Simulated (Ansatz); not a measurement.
**Ta₂N: energy along a strain**

Ta₂N, P-3m1, a = 3.073 Å, c = 4.895 Å. The structure is a Materials Project entry; whether it is the stable form wasn't checked. Ansatz: r2SCAN, PAW, 500 eV, Γ-centred 18×18×10 mesh on 3 atoms, Gaussian smearing 0.15 eV; no spin polarisation. Cell vectors (Å): 3.073 0.000 0.000; -1.537 2.662 0.000; 0.000 0.000 4.895. The cell is strained by x per cent times the pattern (0 1 0 0 0 0) in the order xx yy zz yz xz xy (engineering shears), with fractional coordinates held. y is the free energy over the start, V0 = 13.348 Å³/atom.

```tsv
x (%)	y (meV/atom)
-2.00	?
-1.50	4.72
-1.00	2.07
0.00	0.00
0.50	0.50
1.50	4.40
2.00	7.73
```

Question: Fit y = c2 x² + c3 x³ to the other rows, get the stiffness along the pattern, and predict the missing energy.

Answer: Least squares on the rows shown. y = 2.027 x² − 0.04707 x³. The clamped-ion stiffness p·C·p = 2 × 20.27 eV × 160.2 / 13.348 Å³ = 487 GPa, which is C22 in these axes. At x = -2.00 the fit asked for gives 8.48 meV/atom. The run gave 8.48 meV/atom, the same to the digits shown.

The cell has an odd number of electrons and ran without spin polarisation, so a magnetic or disproportionated state may lie lower. Spin–orbit coupling is left out, which can shift energies with elements as heavy as these.

Cost: 7 runs of about 16 core-minutes in all, on Intel Xeon Processor @ 2.50GHz (Skylake/Cascade Lake) (shared hosts).

The energy rises more steeply in compression than in extension: 8.48 against 7.73 meV/atom at the largest strains. This is the usual anharmonicity of a bonded solid, as short-range repulsion grows faster on compression than the bonding weakens on stretching. The asymmetry follows the cubic term without needing a linear one, so the starting cell lies close to its energy minimum along this strain.

The stiffness of 487 GPa is large, as expected for an interstitial nitride in which directional Ta 5d–N 2p bonds reinforce the metallic d bonding between Ta atoms. The energy curve alone can't separate these two contributions. Trigonal symmetry makes C22 equal to C11, so the linear stiffness holds for any direction in the basal plane, though the cubic term need not.

Because the Ta height is free by symmetry and the strain lowers that symmetry further, letting the atoms relax can only soften this constant. The value is therefore an upper bound to the relaxed one within the same method, and it isn't a Young's modulus, since the lateral dimensions were held fixed.
